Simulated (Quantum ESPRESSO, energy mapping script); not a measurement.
# MnO2: J from the energies of magnetic orders

Wanted: the magnetic order of MnO2, its couplings and an estimate of its ordering temperature, by PBEsol+U (4 eV), QE, GBRV.

Main program and level: Quantum ESPRESSO 7.5; PBEsol with U = 4 eV on Mn d, ortho-atomic projectors; plane waves, U on orthogonalised atomic orbitals unless named otherwise, collinear spin, no spin–orbit coupling.

## (1) Starting point

The structure is hexagonal, space group P6_3/mmc (No. 194). The conventional cell has a = 2.855 Å, b = 2.855 Å, c = 10.222 Å, α = 90.00°, β = 90.00°, γ = 120.00°. Nearest to Mn lie 6 O at 1.90 Å. Nearest to O lie 3 Mn at 1.90 Å. Farther neighbours and most contacts between anions are not listed.

Coordinates:

```cif
data_structure
_symmetry_space_group_name_H-M 'P6_3/mmc'
_symmetry_Int_Tables_number 194
_cell_length_a 2.8550
_cell_length_b 2.8550
_cell_length_c 10.2217
_cell_angle_alpha 90.000
_cell_angle_beta 90.000
_cell_angle_gamma 120.000
_cell_volume 72.15
loop_
_atom_site_label
_atom_site_type_symbol
_atom_site_symmetry_multiplicity
_atom_site_Wyckoff_symbol
_atom_site_fract_x
_atom_site_fract_y
_atom_site_fract_z
_atom_site_occupancy
Mn1 Mn 2 a 0.00000 0.00000 0.00000 1
O1 O 4 f 0.33333 0.66667 0.90686 1
```

The cell comes from a database of computed structures, and need not be the one that the compound takes in experiment.

The U corrects the self-interaction that lets semilocal functionals spread d and f electrons too far. Its value here is typed, not computed. These runs use Quantum ESPRESSO.

## (2) Probe run

One run in the crystal's own cell, under PBE with U = 3 eV on Mn d, ortho-atomic projectors, Quantum ESPRESSO with GBRV potentials, shows which elements keep a moment. Transition or f elements with 0.3 μB or more enter the spin model; moments induced on other atoms do not.

The input, pw.in:

```
&control
  calculation = 'scf'
  prefix = 'pw'
  outdir = './tmp/'
  pseudo_dir = './pseudo/'
  verbosity = 'low'
/
&system
  ibrav = 0
  nat = 6
  ntyp = 2
  ecutwfc = 45
  ecutrho = 360
  nbnd = 44
  occupations = 'smearing'
  smearing = 'fd'
  degauss = 0.00367493
  nspin = 2
  starting_magnetization(1) = 0.3000
/
&electrons
  conv_thr = 1.5e-08
  electron_maxstep = 120
  mixing_beta = 0.3
  mixing_mode = 'plain'
/
ATOMIC_SPECIES
  Mn 54.9380 Mn.upf
  O 15.9990 O.upf
CELL_PARAMETERS angstrom
  2.85495544 0.00000000 0.00000000
  -1.42747772 2.47246393 0.00000000
  0.00000000 0.00000000 10.22174273
ATOMIC_POSITIONS crystal
  Mn 0.00000000 0.00000000 0.00000000
  Mn 0.00000000 0.00000000 0.50000000
  O 0.33333333 0.66666667 0.90685645
  O 0.33333333 0.66666667 0.59314355
  O 0.66666667 0.33333333 0.09314355
  O 0.66666667 0.33333333 0.40685645
K_POINTS automatic
  10 10 3 0 0 0
HUBBARD {ortho-atomic}
U Mn-3d 3
```

Started as:

```sh
OMP_NUM_THREADS=1 mpirun -n 8 pw.x -nk 8 -in pw.in > pw.out
```

What it wrote:

```text
Program PWSCF v.7.5 starts
[...]
unit-cell volume          =     486.9124 (a.u.)^3
     number of atoms/cell      =            6
[...]
number of electrons       =        54.00
     number of Kohn-Sham states=           44
     kinetic-energy cutoff     =      45.0000  Ry
     charge density cutoff     =     360.0000  Ry
     scf convergence threshold =      1.5E-08
[...]
Exchange-correlation= SLA  PW   PBE  PBE
[...]
Hubbard projectors: ortho-atomic
     Hubbard parameters of DFT+U (Dudarev formulation) in eV:
[...]
atomic species   magnetization
[...]
24 Sym. Ops., with inversion, found (12 have fractional translation)
[...]
number of k points=    28  Fermi-Dirac smearing, width (Ry)=  0.0037
[...]
Number of occupied Hubbard levels =   10.0000
     Atomic wfc used for Hubbard projectors are orthogonalized
[...]
iteration #  1     ecut=    45.00 Ry     beta= 0.30
[...]
Number of occupied Hubbard levels =    7.9176
     total energy              =    -550.41094170 Ry
     estimated scf accuracy    <       4.40183538 Ry
     total magnetization       =     6.00 Bohr mag/cell
     absolute magnetization    =     6.79 Bohr mag/cell
     iteration #  2     ecut=    45.00 Ry     beta= 0.30
[...]
total energy              =    -551.19856622 Ry
     estimated scf accuracy    <       1.30003608 Ry
     total magnetization       =     6.00 Bohr mag/cell
     absolute magnetization    =     6.92 Bohr mag/cell
     iteration #  3     ecut=    45.00 Ry     beta= 0.30
[...]
total energy              =    -551.39734458 Ry
     estimated scf accuracy    <       0.17534297 Ry
     total magnetization       =     6.00 Bohr mag/cell
     absolute magnetization    =     6.92 Bohr mag/cell
[...]
total energy              =    -551.46829811 Ry
[...]
iteration # 18     ecut=    45.00 Ry     beta= 0.30
[...]
total energy              =    -551.46829730 Ry
     estimated scf accuracy    <       0.00000427 Ry
     total magnetization       =     6.00 Bohr mag/cell
     absolute magnetization    =     6.74 Bohr mag/cell
     iteration # 19     ecut=    45.00 Ry     beta= 0.30
[...]
Magnetic moment per site  (integrated on atomic sphere of radius R)
     atom   1 (R=0.275)  charge= 11.7275  magn=  2.7275
     atom   2 (R=0.275)  charge= 11.7275  magn=  2.7275
[...]
occupation matrix ns (before diag.):
[...]
SPIN  2
     eigenvalues:
[...]
eigenvectors (columns):
[...]
occupation matrix ns (before diag.):
[...]
------------------------ ATOM    2 ------------------------
     Tr[ns(  2)] (up, down, total) =   4.08363  0.96963  5.05326
     Atomic magnetic moment for atom   2 =   3.11400
     SPIN  1
     eigenvalues:
[...]
eigenvectors (columns):
[...]
occupation matrix ns (before diag.):
[...]
SPIN  2
     eigenvalues:
[...]
eigenvectors (columns):
[...]
occupation matrix ns (before diag.):
[...]
0.000 -0.000  0.107  0.206 -0.000
       0.000  0.107  0.000 -0.000  0.206
     Number of occupied Hubbard levels =   10.1065
 ------ SPIN UP ------------
          k = 0.0000 0.0000 0.0000 (  2489 PWs)   bands (ev):
   -75.6851 -75.6851 -44.3354 -44.3353 -44.3121 -44.3121 -44.3121 -44.3121
   -13.0771 -13.0381 -10.8736 -10.8019  -0.5351  -0.2728   0.0302   0.0302
     0.0347   0.0347   2.4535   2.4535   2.4556   2.4556   4.3272   5.0963
[...]
25.8086  25.8086  26.0891  26.0891
          k = 0.0000 0.0000 0.0931 (  2453 PWs)   bands (ev):
[...]
25.8726  25.8726  26.0122  26.0122
          k = 0.0000 0.1155 0.0000 (  2482 PWs)   bands (ev):
[...]
24.7248  25.0356  25.7337  26.1246
[...]
[... cut ...]
[...]
------ SPIN DOWN ----------
[...]
k = 0.0000-0.5774 0.0000 (  2504 PWs)   bands (ev):
[...]
k = 0.0000-0.5774 0.0931 (  2492 PWs)   bands (ev):
[...]
k = 0.3000 0.5196 0.0000 (  2466 PWs)   bands (ev):
[...]
22.1063  22.2577  22.6284  22.7187
          k = 0.3000 0.5196 0.0931 (  2476 PWs)   bands (ev):
[...]
8.7235   8.7393   9.1825   9.2113   9.3414   9.3763  10.3753  10.3988
    10.4144  10.4446  18.9815  19.1776  20.1743  20.2612  21.2247  21.4121
    22.3573  22.3973  22.7612  22.8964
     the Fermi energy is     6.7524 ev
!    total energy              =    -551.46829789 Ry
     estimated scf accuracy    <       0.00000001 Ry
     smearing contrib. (-TS)   =      -0.00000000 Ry
     internal energy E=F+TS    =    -551.46829789 Ry
     The total energy is F=E-TS. E is the sum of the following terms:
     one-electron contribution =    -470.32878730 Ry
     hartree contribution      =     254.57230158 Ry
     xc contribution           =     -82.21472461 Ry
     ewald contribution        =    -253.77080237 Ry
     Hubbard energy            =       0.27371481 Ry
     total magnetization       =     6.00 Bohr mag/cell
     absolute magnetization    =     6.73 Bohr mag/cell
     convergence has been achieved in  19 iterations
=------------------------------------------------------------------------------=
   JOB DONE.
=------------------------------------------------------------------------------=
```

Elapsed: 29 s, on 8 MPI ranks of Arm Neoverse V1, shared host; peak memory 1 GiB; 3.8 min of CPU time.

Spin moment in the sphere by atom:

```tsv
atom	spin moment in the sphere (μB)
Mn1	2.73
Mn2	2.73
O3	-0.07
O4	-0.07
O5	-0.07
O6	-0.07
```

The run ends ferromagnetic; Mn carries the moments.

## (3) Order 1: parallel, cell A of 12 atoms

Each cell gets its own parallel run on the same mesh, so that most of the mesh error cancels in the differences.

The potential files are GBRV's for PBEsol; pw.x takes the functional from them.

The input, pw.in:

```
&control
  calculation = 'scf'
  prefix = 'pw'
  outdir = './tmp/'
  pseudo_dir = './pseudo/'
  verbosity = 'low'
/
&system
  ibrav = 0
  nat = 12
  ntyp = 2
  ecutwfc = 45
  ecutrho = 360
  nbnd = 84
  occupations = 'smearing'
  smearing = 'fd'
  degauss = 0.00367493
  nspin = 2
  starting_magnetization(1) = 0.3000
/
&electrons
  conv_thr = 3.0e-08
  electron_maxstep = 120
  mixing_beta = 0.3
  mixing_mode = 'plain'
/
ATOMIC_SPECIES
  Mn 54.9380 Mn.upf
  O 15.9990 O.upf
CELL_PARAMETERS angstrom
  -2.85495544 0.00000000 0.00000000
  -0.00000000 4.94492787 0.00000000
  1.42747772 -2.47246393 -10.22174273
ATOMIC_POSITIONS crystal
  Mn 0.00000000 0.00000000 0.00000000
  Mn 0.50000000 0.50000000 0.00000000
  Mn 0.75000000 0.75000000 0.50000000
  Mn 0.25000000 0.25000000 0.50000000
  O 0.54657177 0.87990511 0.09314355
  O 0.04657178 0.37990511 0.09314355
  O 0.70342823 0.03676156 0.40685645
  O 0.20342822 0.53676156 0.40685645
  O 0.45342822 0.12009489 0.90685645
  O 0.95342823 0.62009489 0.90685645
  O 0.29657177 0.96323844 0.59314355
  O 0.79657177 0.46323844 0.59314355
K_POINTS automatic
  8 4 8 0 0 0
HUBBARD {ortho-atomic}
U Mn-3d 4
```

What it wrote:

```text
[banner, memory and clock lines left out]
Program PWSCF v.7.5 starts
[...]
unit-cell volume          =     973.8248 (a.u.)^3
     number of atoms/cell      =           12
[...]
number of electrons       =       108.00
     number of Kohn-Sham states=           84
     kinetic-energy cutoff     =      45.0000  Ry
     charge density cutoff     =     360.0000  Ry
     scf convergence threshold =      3.0E-08
[...]
Exchange-correlation= SLA  PW   PSX  PSC
[...]
Hubbard projectors: ortho-atomic
     Hubbard parameters of DFT+U (Dudarev formulation) in eV:
[...]
atomic species   magnetization
[...]
4 Sym. Ops., with inversion, found
[...]
number of k points=    78  Fermi-Dirac smearing, width (Ry)=  0.0037
[...]
Number of occupied Hubbard levels =   20.0000
     Atomic wfc used for Hubbard projectors are orthogonalized
[...]
iteration #  1     ecut=    45.00 Ry     beta= 0.30
[...]
Number of occupied Hubbard levels =   16.0185
     total energy              =   -1099.77021088 Ry
     estimated scf accuracy    <       8.24997118 Ry
     total magnetization       =    12.00 Bohr mag/cell
     absolute magnetization    =    14.02 Bohr mag/cell
     iteration #  2     ecut=    45.00 Ry     beta= 0.30
[...]
total energy              =   -1101.30258899 Ry
     estimated scf accuracy    <       1.81901814 Ry
     total magnetization       =    12.00 Bohr mag/cell
     absolute magnetization    =    14.48 Bohr mag/cell
     iteration #  3     ecut=    45.00 Ry     beta= 0.30
[...]
total energy              =   -1101.57792146 Ry
     estimated scf accuracy    <       0.25988704 Ry
     total magnetization       =    12.00 Bohr mag/cell
     absolute magnetization    =    14.26 Bohr mag/cell
     iteration #  4     ecut=    45.00 Ry     beta= 0.30
[...]
total energy              =   -1101.63200063 Ry
     estimated scf accuracy    <       1.30608342 Ry
     total magnetization       =    12.00 Bohr mag/cell
     absolute magnetization    =    14.24 Bohr mag/cell
     iteration #  5     ecut=    45.00 Ry     beta= 0.30
[...]
total energy              =   -1101.67425298 Ry
     estimated scf accuracy    <       0.14090002 Ry
     total magnetization       =    12.00 Bohr mag/cell
     absolute magnetization    =    14.33 Bohr mag/cell
     iteration #  6     ecut=    45.00 Ry     beta= 0.30
[...]
total energy              =   -1101.68005170 Ry
     estimated scf accuracy    <       0.01506733 Ry
     total magnetization       =    12.00 Bohr mag/cell
     absolute magnetization    =    14.28 Bohr mag/cell
     iteration #  7     ecut=    45.00 Ry     beta= 0.30
[...]
total energy              =   -1101.68066196 Ry
     estimated scf accuracy    <       0.00221688 Ry
     total magnetization       =    12.00 Bohr mag/cell
     absolute magnetization    =    14.25 Bohr mag/cell
     iteration #  8     ecut=    45.00 Ry     beta= 0.30
[...]
total energy              =   -1101.68069378 Ry
     estimated scf accuracy    <       0.00057241 Ry
     total magnetization       =    12.00 Bohr mag/cell
     absolute magnetization    =    14.23 Bohr mag/cell
     iteration #  9     ecut=    45.00 Ry     beta= 0.30
[...]
total energy              =   -1101.68072545 Ry
     estimated scf accuracy    <       0.00007425 Ry
     total magnetization       =    12.00 Bohr mag/cell
     absolute magnetization    =    14.21 Bohr mag/cell
     iteration # 10     ecut=    45.00 Ry     beta= 0.30
[...]
total energy              =   -1101.68073865 Ry
     estimated scf accuracy    <       0.00003277 Ry
     total magnetization       =    12.00 Bohr mag/cell
     absolute magnetization    =    14.20 Bohr mag/cell
     iteration # 11     ecut=    45.00 Ry     beta= 0.30
[...]
total energy              =   -1101.68074947 Ry
     estimated scf accuracy    <       0.00002227 Ry
     total magnetization       =    12.00 Bohr mag/cell
     absolute magnetization    =    14.20 Bohr mag/cell
     iteration # 12     ecut=    45.00 Ry     beta= 0.30
[...]
total energy              =   -1101.68075804 Ry
     estimated scf accuracy    <       0.00000515 Ry
     total magnetization       =    12.00 Bohr mag/cell
     absolute magnetization    =    14.17 Bohr mag/cell
     iteration # 13     ecut=    45.00 Ry     beta= 0.30
[...]
total energy              =   -1101.68075803 Ry
     estimated scf accuracy    <       0.00000252 Ry
     total magnetization       =    12.00 Bohr mag/cell
     absolute magnetization    =    14.17 Bohr mag/cell
     iteration # 14     ecut=    45.00 Ry     beta= 0.30
[...]
total energy              =   -1101.68075908 Ry
     estimated scf accuracy    <       0.00000016 Ry
     total magnetization       =    12.00 Bohr mag/cell
     absolute magnetization    =    14.16 Bohr mag/cell
     iteration # 15     ecut=    45.00 Ry     beta= 0.30
[...]
total energy              =   -1101.68075922 Ry
     estimated scf accuracy    <       0.00000004 Ry
     total magnetization       =    12.00 Bohr mag/cell
     absolute magnetization    =    14.16 Bohr mag/cell
     iteration # 16     ecut=    45.00 Ry     beta= 0.30
[...]
Magnetic moment per site  (integrated on atomic sphere of radius R)
     atom   1 (R=0.275)  charge= 11.7201  magn=  2.8072
     atom   2 (R=0.275)  charge= 11.7201  magn=  2.8072
     atom   3 (R=0.275)  charge= 11.7204  magn=  2.8074
     atom   4 (R=0.275)  charge= 11.7204  magn=  2.8074
     atom   5 (R=0.275)  charge=  5.2410  magn= -0.1182
     atom   6 (R=0.275)  charge=  5.2410  magn= -0.1182
     atom   7 (R=0.275)  charge=  5.2410  magn= -0.1181
     atom   8 (R=0.275)  charge=  5.2410  magn= -0.1181
     atom   9 (R=0.275)  charge=  5.2410  magn= -0.1182
     atom  10 (R=0.275)  charge=  5.2410  magn= -0.1182
     atom  11 (R=0.275)  charge=  5.2410  magn= -0.1181
     atom  12 (R=0.275)  charge=  5.2410  magn= -0.1181
     End of self-consistent calculation
     =================== HUBBARD OCCUPATIONS ===================
     ------------------------ ATOM    1 ------------------------
     Tr[ns(  1)] (up, down, total) =   4.13184  0.91261  5.04445
     Atomic magnetic moment for atom   1 =   3.21922
     SPIN  1
     eigenvalues:
       0.576  0.576  0.992  0.994  0.994
     eigenvectors (columns):
      -0.000  0.000 -1.000  0.000  0.001
      -0.000  0.762  0.000  0.647  0.000
      -0.762 -0.000 -0.000  0.000 -0.647
       0.647  0.000 -0.001  0.000 -0.762
       0.000 -0.647  0.000  0.762  0.000
     occupation matrix ns (before diag.):
       0.992 -0.000 -0.000  0.000  0.000
      -0.000  0.751 -0.000  0.000  0.206
      -0.000 -0.000  0.751  0.206  0.000
       0.000  0.000  0.206  0.819 -0.000
[...]
SPIN  2
     eigenvalues:
[...]
eigenvectors (columns):
[...]
occupation matrix ns (before diag.):
[...]
------------------------ ATOM    2 ------------------------
     Tr[ns(  2)] (up, down, total) =   4.13181  0.91259  5.04440
     Atomic magnetic moment for atom   2 =   3.21922
     SPIN  1
     eigenvalues:
[...]
eigenvectors (columns):
[...]
occupation matrix ns (before diag.):
[...]
SPIN  2
     eigenvalues:
[...]
eigenvectors (columns):
[...]
occupation matrix ns (before diag.):
[...]
------------------------ ATOM    3 ------------------------
     Tr[ns(  3)] (up, down, total) =   4.13183  0.91260  5.04443
     Atomic magnetic moment for atom   3 =   3.21923
     SPIN  1
     eigenvalues:
[...]
eigenvectors (columns):
[...]
occupation matrix ns (before diag.):
[...]
SPIN  2
     eigenvalues:
[...]
eigenvectors (columns):
[...]
occupation matrix ns (before diag.):
[...]
------------------------ ATOM    4 ------------------------
     Tr[ns(  4)] (up, down, total) =   4.13183  0.91260  5.04443
     Atomic magnetic moment for atom   4 =   3.21923
     SPIN  1
     eigenvalues:
[...]
eigenvectors (columns):
[...]
occupation matrix ns (before diag.):
[...]
SPIN  2
     eigenvalues:
[...]
eigenvectors (columns):
[...]
occupation matrix ns (before diag.):
       0.096  0.000 -0.000 -0.000  0.000
       0.000  0.214  0.000 -0.000  0.104
      -0.000  0.000  0.214  0.104  0.000
      -0.000 -0.000  0.104  0.195 -0.000
       0.000  0.104  0.000 -0.000  0.195
     Number of occupied Hubbard levels =   20.1777
     Number of k-points >= 100: set verbosity='high' to print the bands.
     the Fermi energy is     6.5933 ev
!    total energy              =   -1101.68075930 Ry
     estimated scf accuracy    <          4.6E-09 Ry
     smearing contrib. (-TS)   =      -0.00000000 Ry
     internal energy E=F+TS    =   -1101.68075930 Ry
     The total energy is F=E-TS. E is the sum of the following terms:
     one-electron contribution =    -940.61268017 Ry
     hartree contribution      =     508.26884549 Ry
     xc contribution           =    -162.50201091 Ry
     ewald contribution        =    -507.54160486 Ry
     Hubbard energy            =       0.70669115 Ry
     total magnetization       =    12.00 Bohr mag/cell
     absolute magnetization    =    14.16 Bohr mag/cell
     convergence has been achieved in  16 iterations
```

It took 4.9 min on 8 MPI ranks; peak memory 2.5 GiB; 39 min of CPU time.

Spin moment in the sphere by atom:

```tsv
atom	spin moment in the sphere (μB)
Mn1	2.81
Mn2	2.81
Mn3	2.81
Mn4	2.81
O5	-0.12
O6	-0.12
O7	-0.12
O8	-0.12
O9	-0.12
O10	-0.12
O11	-0.12
O12	-0.12
```

The run ends ferromagnetic.

(Part 1 of 2 ends here.)

[Logs and program files are shortened in this print: banners, set-up blocks, solver, clock and traceback lines can be left out without a mark of their own.]

[Logs are printed without paths, hosts, clocks, repeated set-up lines and the standing remarks that a program may print on its own settings, such as how far it seeks lower states.]

[Hosts, paths, dates, database ids (printed as entryN), source tags and the programs' standing remarks are cut or masked in the printed files.]

[Where a cell is said to come from a database of computed structures, the database is the Materials Project.]
